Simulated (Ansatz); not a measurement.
# Sn: pressure up to the limit of the methods

One table from this session's results is given with a row withheld; the runs are named, their logs left out.

Computed with Ansatz 0.2.0 (DFT PBE, with the methods named in each step, unless a step's input says otherwise).

1 further run of the same task is left out (it didn't finish).

**The structure to begin with**

It takes space group P6_3/mmc (No. 194, hexagonal). Conventional cell: a = 3.411 Å, b = 3.411 Å, c = 11.081 Å, α = 90.00°, β = 90.00°, γ = 120.00°. Sn (site symmetry -3m) has 12 Sn at 3.40 to 3.41 Å as nearest neighbours. Around Sn (site symmetry -6m2) lie 12 Sn at 3.40 to 3.41 Å.

Structure file:

```xyz
4
Lattice="3.4110 0.0000 0.0000 -1.7055 2.9540 0.0000 0.0000 0.0000 11.0811" Properties=species:S:1:pos:R:3 pbc="T T T"
Sn    0.0000    0.0000    0.0000
Sn    0.0000    0.0000    5.5405
Sn    0.0000    1.9694    2.7703
Sn    1.7055    0.9847    8.3108
```

Whether this phase is the stable one at these pressures isn't tested.

Atoms are numbered in the order of the input: Sn1, Sn2, Sn3, Sn4.

Set-up of the first run:

input.yaml

```yaml
crystal:
  lattice:
    - [3.4110420691, 0.0, 0.0]
    - [-1.7055210346, 2.9540490852, 0.0]
    - [0.0, 0.0, 11.0810635637]
  atoms:
    - { symbol: Sn, position: [0.0, 0.0, 0.0] }
    - { symbol: Sn, position: [0.0, 0.0, 0.5] }
    - { symbol: Sn, position: [0.3333333333, 0.6666666667, 0.25] }
    - { symbol: Sn, position: [0.6666666667, 0.3333333333, 0.75] }
kpoints:
  mp_grid: { grid: [12, 12, 3] }
  band_path:
    path:
      - [0.0, 0.0, 0.0]
      - [0.5, 0.0, 0.0]
      - [0.3333333333, 0.3333333333, 0.0]
      - [0.0, 0.0, 0.0]
      - [0.0, 0.0, 0.5]
      - [0.5, 0.0, 0.5]
      - [0.3333333333, 0.3333333333, 0.5]
      - [0.0, 0.0, 0.5]
      - [0.5, 0.0, 0.5]
    npoints: 14
scf:
  occupations: { method: fermi_dirac, width: 0.1 }
hamiltonian:
  xc: pbe
  pseudopotentials: { kind: all_electron, lapw: { basis_error: 0.001 } }
output:
  forces: true
  stress: true
  eigenvalues: true
  populations: true
  dos: { projected: true, de: 0.2, e_range: [-14, 8] }
```

On the command line:

```console
$ ansatz run input.yaml --threads 1 --pin off --max-ram 3072MiB --backend cpu --events-out ev --progress --plain --runs-dir out
```

Steps of the session up to this table: The reference volume, LAPW; Volume scaled by 1, crystal datasets; Volume scaled by 1, norm-conserving; Volume scaled by 0.84, LAPW; Volume scaled by 0.84, norm-conserving; Volume scaled by 0.76, LAPW; Volume scaled by 0.76, crystal datasets; Volume scaled by 0.6, LAPW; Volume scaled by 0.6, crystal datasets; Volume scaled by 0.45, LAPW; Volume scaled by 0.45, crystal datasets; Volume scaled by 0.45, norm-conserving.

One table of the session follows, with a row left open; its other results are not shown here.

```
              method  volume over the first  volume (Å³/atom)  pressure (GPa)
                LAPW                      1            27.914            0.02
                LAPW                   0.84            23.448           12.34
                LAPW                   0.76            21.215           24.56
                LAPW                    0.6            16.749           81.03
                LAPW                   0.45            12.561          253.88
                 PAW                      1            27.914            0.03
                 PAW                   0.84            23.448           12.35
                 PAW                   0.76            21.215           24.57
                 PAW                    0.6            16.749           81.11
                 PAW                   0.45            12.561          254.29
PAW (level accurate)                   0.45            12.561          253.99
    crystal datasets                      1            27.914            0.02
    crystal datasets                   0.76            21.215           24.56
    crystal datasets                    0.6            16.749           81.03
    crystal datasets                   0.45            12.561          253.88
     norm-conserving                      1            27.914            0.03
     norm-conserving                   0.84            23.448           12.37
     norm-conserving                   0.45                 ?               ?
```

Q: Estimate the row for norm-conserving, 0.45 from the others.

**Answer.** volume (Å³/atom): 12.561; pressure (GPa): 254.88.

Caveats from the session: Rows by PAW come from runs of the same series that aren't printed here. A fit over so wide a range leans to the high pressures, so B₀ can be off by several per cent. Warnings in the runs' records: crystal datasets made.
